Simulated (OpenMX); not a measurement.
The system is SiO2.

```
Si O
1.0
     5.06907    0.00000    0.00000
    -2.53454    4.38995    0.00000
     0.00000    0.00000    8.55849
Si O
4 8
Direct
  0.33333 0.66667 0.43713
  0.33333 0.66667 0.06287
  0.66667 0.33333 0.56287
  0.66667 0.33333 0.93713
  0.42126 0.00000 0.00000
  0.33333 0.66667 0.25000
  0.66667 0.33333 0.75000
  0.00000 0.57874 0.50000
  0.57874 0.57874 0.00000
  0.57874 0.00000 0.50000
  0.42126 0.42126 0.50000
  0.00000 0.42126 0.00000
```

The cell comes from a database or a generator and needn't be the stable form of this composition.

```yaml
Program: OpenMX 3.8.5
Task: single point
Functional: PBE
Potentials_or_basis: OpenMX 2013 PBE set, Si7.0-s2p2d1, O6.0-s2p2d1, grid cutoff 400 Ry
k_mesh: 7 × 7 × 3
Occupations: fermi-dirac, width 0.05 eV
Spin: no spin polarisation
```

On this cell: pressure 7.8 GPa; largest force 0.694 eV/Å; band gap on the k mesh 6.21 eV, indirect (least direct gap 6.22 eV).

The same run follows on a disturbed copy (atoms moved at random, drawn with an rms of 0.05 Å):

```
CELL_PARAMETERS angstrom
5.06907 0.00000 0.00000
-2.53454 4.38995 0.00000
0.00000 0.00000 8.55849
ATOMIC_POSITIONS crystal
Si 0.33848 0.66935 0.43552
Si 0.34185 0.67816 0.06293
Si 0.66136 0.32593 0.55947
Si 0.65604 0.32722 0.93300
O 0.40699 0.99547 0.99874
O 0.34294 0.67803 0.25279
O 0.66449 0.32690 0.75421
O 0.00745 0.58574 0.50421
O 0.57650 0.58464 0.00052
O 0.57460 0.99417 0.49724
O 0.42242 0.42918 0.49461
O 0.99682 0.41685 0.00328
```

Question: What changes?

Answer: The energy moves by +41.1 meV/atom; pressure 8.1 GPa; largest force 4.843 eV/Å; band gap on the k mesh 5.95 eV, indirect (least direct gap 5.96 eV).

Forces in eV/Å, atoms in the order of the input:
```
Si  -2.027 -0.620 -0.036
Si  -1.798 -2.454  0.739
Si   0.323  1.560  0.770
Si   1.042  1.345  4.102
O   -0.980  1.566 -0.493
O   -0.103  0.073 -2.048
O   -0.170 -0.093 -4.839
O   -1.278 -0.525  0.361
O    2.009 -0.380 -0.783
O    1.111  2.240  0.963
O    2.149 -2.525  1.296
O   -0.276 -0.203 -0.030
```

Caveats: an odd mesh through Γ misses points on the zone boundary, where band edges often lie; the basis of atomic orbitals isn't converged, which shifts pressures, moduli and gaps.
